**Stretching silicon with a pencil**

Silicon is stiff: changing its length by 1 % along a face diagonal of its cubic cell takes a stress of about 1.6 GPa, some sixteen thousand atmospheres. When it is pulled in this direction, it thins by about a third of the stretch in one sideways direction and hardly at all in the other. These orders of magnitude are enough to estimate the rest of the table, computed with the density functional PBEsol for a perfect crystal.

Diamond-type silicon in a 4-atom cell (unstrained edges a = b = 3.842 Å, c = 5.434 Å), strained along a with b, c and the atoms relaxed and the angles held at 90°. Ansatz 0.2.0, plane-wave PAW, scalar-relativistic PBEsol, cutoff 420 eV, k mesh 10×10×8, Gaussian smearing of 0.02 eV. Stress is positive in compression; stress yy equals stress xx, and yz and xz are zero.

```tsv
strain (%)	energy change (meV/atom)	volume change (%)	c over a	stress xx (GPa)	stress zz (GPa)	stress xy (GPa)
-6	38.5	-3.55	1.536	5.12	-0.01	5.13
-4	16.8	-2.34	1.494	3.38	-0.01	3.38
-2	4.1	-1.15	1.453	1.64	0.00	1.64
0	0.0	0.00	1.414	0.00	-0.02	0.00
2	3.8	1.08	1.376	-1.51	0.00	-1.51
4	14.7	2.12	1.339	-2.89	0.00	-2.90
6	31.8	2.96	1.302	-4.06	0.00	-4.07
```

The strain is the change of edge a, which lies along that face diagonal. Edges b and c stand at right angles to it and are free to adjust; c over a is the ratio of two edges. The stresses refer to axes turned by 45° from a, so the stress along a is the sum of stress xx and stress xy. It is positive in compression.

Each atom has four bonds. Two belong to a zigzag chain running along a, and two to a zigzag chain running along b; both zigzags have their height along c. Pulling on a flattens the first zigzag, as pulling flattens a folded ruler, and c gets shorter. The second zigzag can largely keep its shape, so b changes little.

**(a) Estimate the volume change and c over a at +4 % and −6 % strain.**

*Solution.* For each percent that a grows, let c shrink by 0.36 % and b by 0.08 %. These are the two Poisson ratios, taken from the rows at ±2 % strain. The volume follows the product of the three edges.

At +4 %:

- volume factor: 1.04 × 0.9856 × 0.9968 = 1.022, or +2.2 % (table: 2.12 %)
- c over a: 1.414 × 0.9856 / 1.04 = 1.340 (table: 1.339)

At −6 %:

- volume factor: 0.94 × 1.0216 × 1.0048 = 0.965, or −3.5 % (table: −3.55 %)
- c over a: 1.414 × 1.0216 / 0.94 = 1.537 (table: 1.536)

The volume also tells how far the bonds stretch. The four bond directions are spread evenly in space, so for small strains the average bond lengthens by a third of the relative volume change. That is only about 0.2 % for each percent of pull. An average can hide a difference between the two chains, but it leaves room for much of the deformation to go into bending the angles between bonds, which costs less energy than stretching them.

The same picture serves for other directions of pull. Edges a and b are equivalent in unstrained silicon, so a pull along b shortens c and nearly spares a. A pull along c makes both zigzags steeper, and a and b then shrink equally.

**(b) Estimate the stress along a for the same two strains.**

*Solution.* A bond resists being shortened more strongly than being lengthened, because the repulsion between atoms rises steeply at short distance. This favours a crystal that stiffens under compression and softens under tension, as the table shows at each size of strain, though the table cannot separate the part of the bonds from that of the angles. With s for the strain in percent, positive for a pull, the simplest rule with this feature is

size of stress ≈ 1.6 GPa × |s| × (1 − 0.02 s).

At +4 % this gives 6.4 × 0.92 = 5.9 GPa of tension, against 5.79 GPa in the table. At −6 % it gives 9.6 × 1.12 = 10.8 GPa of compression, against 10.25 GPa. The second estimate is 5 % too high, the largest stress error in the table.

The bracket matters most for a strong pull. At +6 % a straight line of 1.6 GPa per percent overestimates the stress by 18 %, and the bracket cuts this to 4 %. At −6 % it gains little: the straight line is 6 % too low, the rule 5 % too high.

**(c) Estimate the stored energy, and say how far the rules can be trusted.**

*Solution.* The energy is the work done by the stress. A stress of 1.6 GPa per percent means a Young's modulus of 160 GPa, which is almost exactly 1 eV/Å³, and an atom occupies 20 Å³. Half the modulus times this volume is 10 eV, to be multiplied by the square of the strain as a fraction. In handier units, **the energy in meV per atom is roughly the square of the strain in percent**.

Softening adds a correction. The force is stress times cross-section, and the cross-section shrinks by 0.36 + 0.08 = 0.44 % per percent of pull, so the force softens by 2.44 % per percent. Summing force times distance leaves two thirds of this in the energy:

energy ≈ 1 meV per atom × s² × (1 − 0.016 s).

At +4 % the result is 16 × 0.936 = 15.0 meV per atom, against 14.7 in the table. At −6 % it is 36 × 1.096 = 39.5 meV per atom, against 38.5.

All four constants (modulus, softening and two Poisson ratios) were set by the ±2 % rows and then rounded; neither worked row took part. Over all strained rows the stress is good to 5 % and the energy to 3 % of the computed values, as the printed analysis below shows. The energy needed no constant of its own, but stress and energy from one calculation are tied together by the work done. Their agreement confirms the arithmetic of the rule, not the bond picture.

The rule for the volume begins to fail at the tensile end. At +6 % it predicts a volume increase of 3.2 %, while the table has 2.96 %, a much larger miss than in any other row. One possible cause is electronic: the computed band gap falls from 0.47 eV without strain to 0.03 eV at +4 %. If the bands overlap beyond that, electrons can move into the lower band and weaken the resistance to strain. This is a guess: at −6 % the computed bands do overlap, yet the volume there still follows the rule, and ordinary higher terms in the elasticity, or a k mesh too coarse for overlapping bands, could also cause the miss. PBEsol also makes the gap of silicon too small, so the real crystal should keep its gap to larger strains.

For a real component, three further limits apply. The measured modulus in this direction is roughly 170 GPa (a recalled figure); the computed one, 157.5 GPa before rounding, is about 7 % lower, so a handbook value is the better start. The rule also describes a flawless crystal: ordinary silicon parts usually break at surface flaws well before several percent of tension. Finally, under strong compression a real crystal may change to another structure, which these relaxations could miss because they keep the symmetry of the strained cell.

Printed output of the fit:

```
Computed response (ratios at zero strain are void):
  row  axial stress GPa  step GPa  GPa per %  meV per % squared  b change %  c change %
   -6             10.25       n/a      1.708              1.069       0.501       2.095
   -4              6.76     -3.49       1.69               1.05      0.3087       1.416
   -2              3.28     -3.48       1.64              1.025      0.1784      0.6878
    0                 0     -3.28          0                  0      0.0151     -0.0151
    2             -3.02     -3.02       1.51               0.95     -0.1469     -0.7561
    4             -5.79     -2.77      1.448             0.9187     -0.2809      -1.531
    6             -8.13     -2.34      1.355             0.8833     -0.4684      -2.411
Pencil rule and its misses:
  row  stress GPa  miss %  energy meV/atom  energy miss %  volume %  volume miss points  c over a
   -6       10.75   4.898            39.56           2.75    -3.509             0.04135     1.537
   -4       6.912   2.249            17.06           1.55    -2.306             0.03402     1.494
   -2       3.328   1.463            4.135         0.8496    -1.136             0.01353     1.453
    0           0       0                0              0         0                   0     1.414
    2      -3.072   1.722            3.874          1.954     1.104             0.02358     1.377
    4      -5.888   1.693            14.98          1.877     2.174             0.05439      1.34
    6      -8.448   3.911            32.52          2.275     3.213              0.2526     1.305
Young modulus along the pull from the 2 % rows, GPa: 157.5
softening k from the 2 % rows, % of the stress per % strain: 2.063
Poisson ratio of c from the 2 % rows: 0.361
Poisson ratio of b from the 2 % rows: 0.08132
energy constant of the rule, meV/atom per % squared: 1.001
energy correction of the rule, % per % strain: 1.627
largest stress miss of the rule, %: 4.898
largest energy miss of the rule, %: 2.75
largest volume miss of the rule, percentage points: 0.2526
largest c over a miss of the rule: 0.003346
straight-line stress, largest overestimate, %: 18.08
straight-line stress, largest underestimate, %: -6.341
energy without correction, largest overestimate, %: 13.34
energy without correction, largest underestimate, %: -6.387
mean bond stretch to first order, % per % strain: 0.1867
computed modulus against a rough recalled measured 170 GPa, % difference: -7.353
gap lost between +2 and +4 % strain, eV: 0.239
```
